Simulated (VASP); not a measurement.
# ZnS in VASP: one cell, several levels of theory, part 2 of 2

VASP 6.6.1, plane waves, PAW. The steps go on from the part before.

## 3. r2SCAN

INCAR reads:

```
ENCUT = 520.000000
SIGMA = 0.010000
EDIFF = 1.00e-07
ALGO = Normal
METAGGA = R2SCAN
PREC = Accurate
IBRION = -1
ISIF = 2
ISMEAR = 0
NBANDS = 16
NELM = 120
NSW = 0
LASPH = .TRUE.
LCHARG = .TRUE.
LELF = .TRUE.
LWAVE = .FALSE.
LREAL = .FALSE.
```

KPOINTS reads:

```
KPOINTS created by Atomic Simulation Environment
0
Gamma
8 8 8
0 0 0
```

KPOINTS_OPT reads:

```
special points
6
Reciprocal
0.0000000000 0.0000000000 0.0000000000 1
-0.5000000000 -0.5000000000 0.0000000000 1
-0.3750000000 -0.3750000000 0.2500000000 1
-0.3750000000 0.0000000000 0.3750000000 1
0.0000000000 0.0000000000 0.5000000000 1
-0.5000000000 -0.2500000000 0.2500000000 1
```

POSCAR reads:

```
Zn S
 1.0000000000000000
     0.0000000000000000    2.6940858314999998    2.7210266899000000
     2.6940858314999998    0.0000000000000000    2.7210266899000000
     2.6940858314999998    2.6940858314999998    0.0000000000000000
 Zn  S
   1   1
Cartesian
  0.0000000000000000  0.0000000000000000  0.0000000000000000
  1.3470429157499999  1.3470429157499999  1.3605133449500000
```

Started as:

```sh
mpirun -np 1 vasp_std
```

Standard output, without the iteration lines:

```text
POSCAR found type information on POSCAR ZnS
 POSCAR found :  2 types and       2 ions
 -----------------------------------------------------------------------------
|                                                                             |
|                                                                             |
|     You enforced a specific xc type in the INCAR file but a different       |
|     I HOPE YOU KNOW WHAT YOU ARE DOING!                                     |
|                                                                             |
 -----------------------------------------------------------------------------

 LDA part: xc-table for (None), standard interpolation
 POSCAR, INCAR and KPOINTS ok, starting setup
 FFT: planning ... GRIDC
 FFT: planning ... GRID_SOFT
 FFT: planning ... GRID
 WAVECAR not read
 entering main loop
 Start KPOINTS_OPT (optional k-point list driver)
k-point batch [1-6\6]
```

OSZICAR:

```text
N       E                     dE             d eps       ncg     rms          rms(c)
DAV:   1     0.750344317922E+02    0.75034E+02   -0.90845E+03  1896   0.137E+03
DAV:   2    -0.160471845303E+02   -0.91082E+02   -0.85196E+02  2120   0.263E+02
DAV:   3    -0.218832369163E+02   -0.58361E+01   -0.58110E+01  2384   0.655E+01
DAV:   4    -0.219396788665E+02   -0.56442E-01   -0.56432E-01  2312   0.675E+00
DAV:   5    -0.219402833896E+02   -0.60452E-03   -0.60451E-03  2464   0.658E-01    0.709E+00
DAV:   6    -0.188774334815E+02    0.30628E+01   -0.14553E+00  1968   0.373E+01    0.634E+00
DAV:   7    -0.188474973104E+02    0.29936E-01   -0.42303E-01  2384   0.104E+01    0.369E+00
DAV:   8    -0.188632431990E+02   -0.15746E-01   -0.31842E-02  2424   0.169E+00    0.118E+00
DAV:   9    -0.188648704361E+02   -0.16272E-02   -0.31246E-03  2448   0.127E+00    0.105E-01
DAV:  10    -0.188649914800E+02   -0.12104E-03   -0.84979E-04  2312   0.305E-01    0.735E-02
DAV:  11    -0.188650302747E+02   -0.38795E-04   -0.21571E-04  2408   0.378E-01    0.352E-02
DAV:  12    -0.188650364489E+02   -0.61742E-05   -0.71369E-05  2328   0.212E-01    0.106E-02
DAV:  13    -0.188650375885E+02   -0.11396E-05   -0.56040E-06  2528   0.404E-02    0.519E-03
DAV:  14    -0.188650414396E+02   -0.38511E-05   -0.93838E-07  2408   0.101E-02    0.158E-03
DAV:  15    -0.188650417634E+02   -0.32372E-06   -0.55267E-08  1288   0.345E-03    0.105E-03
DAV:  16    -0.188650419843E+02   -0.22096E-06   -0.19947E-08  1200   0.150E-03    0.199E-04
DAV:  17    -0.188650420135E+02   -0.29154E-07   -0.21484E-09  1136   0.395E-04
   1 F= -.18865042E+02 E0= -.18865042E+02  d E =-.302250E-22
       N       E                     dE             ncg
DAV:   1     0.176292722575E+04   -0.34706E+04      192
DAV:   2     0.122218081087E+04   -0.54075E+03      216
DAV:   3     0.119171080022E+04   -0.30470E+02      248
DAV:   4     0.119145241236E+04   -0.25839E+00      240
DAV:   5     0.119144982581E+04   -0.25866E-02      232
DAV:   6     0.119144978311E+04   -0.42698E-04      232
DAV:   7     0.119144978223E+04   -0.88348E-06      264
DAV:   8     0.119144978221E+04   -0.17360E-07      184
```

OUTCAR, selected sections:

```text
k-points           NKPTS =     59   k-points in BZ     NKDIM =     59   number of bands    NBANDS=     16

   NELECT =      18.0000    total number of electrons

   dimension x,y,z NGX =    28 NGY =   28 NGZ =   28
   dimension x,y,z NGXF=    56 NGYF=   56 NGZF=   56

  energy-cutoff  :      520.00
  volume of cell :       39.50
      direct lattice vectors                 reciprocal lattice vectors
     0.000000000  2.694085831  2.721026690    -0.185591711  0.185591711  0.183754170
     2.694085831  0.000000000  2.721026690     0.185591711 -0.185591711  0.183754170
     2.694085831  2.694085831  0.000000000     0.185591711  0.185591711 -0.183754170

 k-points in reciprocal lattice and weights: KPOINTS created by Atomic Simulation Env
   0.00000000  0.00000000  0.00000000       0.002
   0.12500000  0.00000000  0.00000000       0.016
   0.25000000  0.00000000  0.00000000       0.016
   0.37500000  0.00000000  0.00000000       0.016
   0.50000000  0.00000000  0.00000000       0.008
   0.12500000  0.12500000  0.00000000       0.004
   0.25000000  0.12500000  0.00000000       0.016
   0.37500000  0.12500000  0.00000000       0.016
[... 51 more k-points ...]

 E-fermi :   1.8960

 k-point     1 :       0.0000    0.0000    0.0000
  band No.  band energies     occupation
      1     -11.8466      2.00000
      2      -4.6786      2.00000
      3      -4.6727      2.00000
      4      -4.6727      2.00000
      5      -4.1314      2.00000
      6      -4.1293      2.00000
      7       1.7952      2.00000
      8       1.8318      2.00000
      9       1.8319      2.00000
     10       4.4886      0.00000
     11       8.7237      0.00000
     12       8.7238      0.00000
     13       8.7244      0.00000
     14      14.0311      0.00000
     15      14.2085      0.00000
     16      14.3545      0.00000

 k-point     2 :       0.1250    0.0000    0.0000
  band No.  band energies     occupation
      1     -11.7275      2.00000
      2      -4.6713      2.00000
      3      -4.6543      2.00000
      4      -4.6504      2.00000
      5      -4.1327      2.00000
      6      -4.1312      2.00000
      7       0.7341      2.00000
      8       1.6553      2.00000
      9       1.6849      2.00000
     10       5.2798      0.00000
     11       8.6192      0.00000
     12       8.9839      0.00000
     13       8.9894      0.00000
     14      13.4436      0.00000
     15      13.5786      0.00000
     16      15.1560      0.00000

 k-point     3 :       0.2500    0.0000    0.0000
  band No.  band energies     occupation
      1     -11.4167      2.00000
      2      -4.6167      2.00000
      3      -4.6053      2.00000
      4      -4.6007      2.00000
      5      -4.1291      2.00000
      6      -4.1285      2.00000
      7      -1.0270      2.00000
      8       1.3215      2.00000
      9       1.3631      2.00000
     10       5.8241      0.00000
     11       9.2579      0.00000
     12       9.3573      0.00000
     13       9.3768      0.00000
     14      13.2960      0.00000
     15      13.3456      0.00000
     16      14.6101      0.00000

 k-point     4 :       0.3750    0.0000    0.0000
  band No.  band energies     occupation
      1     -11.0648      2.00000
      2      -4.5672      2.00000
      3      -4.5596      2.00000
      4      -4.3838      2.00000
      5      -4.1142      2.00000
      6      -4.1110      2.00000
      7      -2.6020      2.00000
      8       1.0224      2.00000
      9       1.0746      2.00000
     10       5.7192      0.00000
     11       9.2716      0.00000
     12       9.3521      0.00000
     13      10.6408      0.00000
     14      14.2615      0.00000
     15      14.4856      0.00000
     16      14.5339      0.00000

 k-point     5 :       0.5000    0.0000    0.0000
  band No.  band energies     occupation
      1     -10.9036      2.00000
      2      -4.5543      2.00000
      3      -4.5459      2.00000
      4      -4.1033      2.00000
      5      -4.0993      2.00000
      6      -3.9329      2.00000
      7      -3.5665      2.00000
      8       0.9059      2.00000
      9       0.9622      2.00000
     10       5.6315      0.00000
     11       9.1725      0.00000
     12       9.2597      0.00000
     13      11.2320      0.00000
     14      14.6710      0.00000
     15      15.8383      0.00000
     16      15.9170      0.00000

 k-point     6 :       0.1250    0.1250    0.0000
  band No.  band energies     occupation
      1     -11.6895      2.00000
      2      -4.6950      2.00000
      3      -4.6315      2.00000
      4      -4.6315      2.00000
      5      -4.1482      2.00000
      6      -4.1184      2.00000
      7       0.7744      2.00000
      8       1.4209      2.00000
      9       1.4209      2.00000
     10       5.6236      0.00000
     11       7.9991      0.00000
     12       9.3797      0.00000
     13       9.3798      0.00000
     14      12.2950      0.00000
     15      14.4153      0.00000
     16      15.6618      0.00000

 k-point     7 :       0.2500    0.1250    0.0000
  band No.  band energies     occupation
      1     -11.4432      2.00000
      2      -4.6799      2.00000
      3      -4.5795      2.00000
      4      -4.5791      2.00000
      5      -4.1561      2.00000
      6      -4.1088      2.00000
      7      -0.5366      2.00000
      8       1.0385      2.00000
      9       1.0986      2.00000
     10       6.3782      0.00000
     11       7.8857      0.00000
     12       9.7196      0.00000
     13       9.9726      0.00000
     14      12.0095      0.00000
     15      14.3708      0.00000
     16      16.1639      0.00000

 k-point     8 :       0.3750    0.1250    0.0000
  band No.  band energies     occupation
      1     -11.1000      2.00000
      2      -4.5960      2.00000
      3      -4.5316      2.00000
      4      -4.4646      2.00000
      5      -4.1318      2.00000
      6      -4.0986      2.00000
      7      -2.0689      2.00000
      8       0.6571      2.00000
      9       0.7650      2.00000
     10       6.4302      0.00000
     11       8.5606      0.00000
     12       9.9235      0.00000
     13      10.0645      0.00000
     14      13.3419      0.00000
     15      15.1330      0.00000
     16      15.5073      0.00000

[... the tables of k-points 9 to 59 left out ...]

  Total       -0.1351147     -0.1351147     -0.2342225      0.0000000     -0.0000000      0.0000000
  in kB       -5.4805933     -5.4805933     -9.5006544      0.0000000     -0.0000000      0.0000000
  external PRESSURE =      -6.8206136 kB  Pullay stress =       0.0000000 kB

 POSITION                                       TOTAL-FORCE (eV/Angst)
 -----------------------------------------------------------------------------------
      0.00000      0.00000      0.00000        -0.000000     -0.000000      0.000000
      1.34704      1.34704      1.36051         0.000000      0.000000     -0.000000
 -----------------------------------------------------------------------------------
    total drift:                                0.000016      0.000016      0.000001

  FREE ENERGIE OF THE ION-ELECTRON SYSTEM (eV)
  ---------------------------------------------------
  free  energy   TOTEN  =       -18.8650420135 eV

  energy  without entropy=      -18.8650420135  energy(sigma->0) =      -18.86504201
```

Hardware: 1 MPI rank of Intel Xeon Platinum 8488C, shared host.

The levels at the points of KPOINTS_OPT are read from vasprun.xml.

Near the gap, in eV above the top of the last filled band v; c is the band after it:

```tsv
point	v−1	v	c	c+1
Γ	0.00	0.00	2.66	6.89
X	-2.25	-2.25	3.75	4.54
U	-3.20	-1.83	4.55	6.48
K	-3.19	-1.88	4.47	6.40
L	-0.93	-0.87	3.80	7.34
W	-2.82	-2.79	6.06	6.61
```

r2SCAN gives a direct gap of 2.66 eV at Γ. Pressure: -0.68 GPa; the forces vanish within 0.01 eV/Å.

The maps below are laid out on this run's own conventional cell (a, b, c = 3.810, 3.810, 5.442 Å).

Density in a lattice plane of the grid's cell (edges 3.81 and 5.44 Å, at 0.000 of the third edge), which holds Zn and S.

Values in e/Å³, 12 rows by 8 columns:
```
 7.71  2.49  0.21  0.07  0.05  0.07  0.21  2.51
 0.47  0.26  0.09  0.03  0.02  0.03  0.09  0.26
 0.11  0.08  0.04  0.02  0.02  0.02  0.04  0.08
 0.05  0.04  0.03  0.02  0.02  0.02  0.03  0.04
 0.02  0.02  0.03  0.04  0.05  0.04  0.03  0.02
 0.02  0.03  0.06  0.13  0.18  0.13  0.06  0.03
 0.02  0.05  0.17  0.47  0.69  0.47  0.17  0.05
 0.05  0.11  0.40  0.98  0.92  0.97  0.40  0.11
 0.11  0.19  0.63  0.97 -0.27  0.97  0.63  0.19
 0.47  0.36  0.60  1.15  0.92  1.15  0.60  0.36
 7.71  2.50  0.44  0.58  0.69  0.58  0.44  2.48
19.78  6.98  0.34  0.19  0.18  0.19  0.34  6.98
```
Columns run along the first of these edges and rows up along the second, over one cell in 8 and 12 even steps from the bottom left corner. Atoms in the plane (fractional): Zn at (0.00, 0.00), S at (0.50, 0.25).

ELF in the same plane.

Values, 12 rows by 8 columns:
```
0.03 0.13 0.17 0.12 0.12 0.12 0.17 0.13
0.17 0.17 0.12 0.05 0.02 0.05 0.12 0.17
0.12 0.10 0.06 0.02 0.01 0.02 0.06 0.10
0.05 0.04 0.02 0.02 0.02 0.02 0.02 0.04
0.02 0.01 0.02 0.07 0.12 0.07 0.02 0.01
0.01 0.02 0.15 0.45 0.57 0.45 0.15 0.02
0.02 0.13 0.54 0.77 0.83 0.77 0.54 0.13
0.05 0.32 0.75 0.77 0.67 0.77 0.74 0.32
0.12 0.42 0.84 0.70 0.19 0.70 0.84 0.42
0.17 0.24 0.79 0.86 0.67 0.86 0.79 0.23
0.03 0.12 0.35 0.82 0.83 0.82 0.35 0.12
0.06 0.04 0.19 0.41 0.58 0.41 0.19 0.04
```
Columns run along the first of these edges and rows up along the second, over one cell in 8 and 12 even steps from the bottom left corner. Atoms in the plane (fractional): Zn at (0.00, 0.00), S at (0.50, 0.25).

Both are smooth fields of the valence electrons: close to the nuclei they are not physical.

The highest ELF values outside the cores: 0.90 on the S–Zn line, 0.9 Å from S.

## 4. What came out

This closing draws on all 2 parts.

```
 level  gap (eV)  pressure (GPa)  Ansatz: gap (eV)  Ansatz: pressure (GPa)
   PBE      2.10            1.67              2.09                    1.51
r2SCAN      2.66           -0.68              2.65                   -0.73
```

In words: The gap spans 2.10 eV (PBE) to 2.66 eV (r2SCAN). At this one volume the pressure spans -0.7 GPa (r2SCAN) to 1.7 GPa (PBE): PBE wants the largest cell and r2SCAN the smallest. The two programs agree on the gap within 0.02 eV, far less than the spread between functionals. The two codes have different PAW datasets and cutoffs.
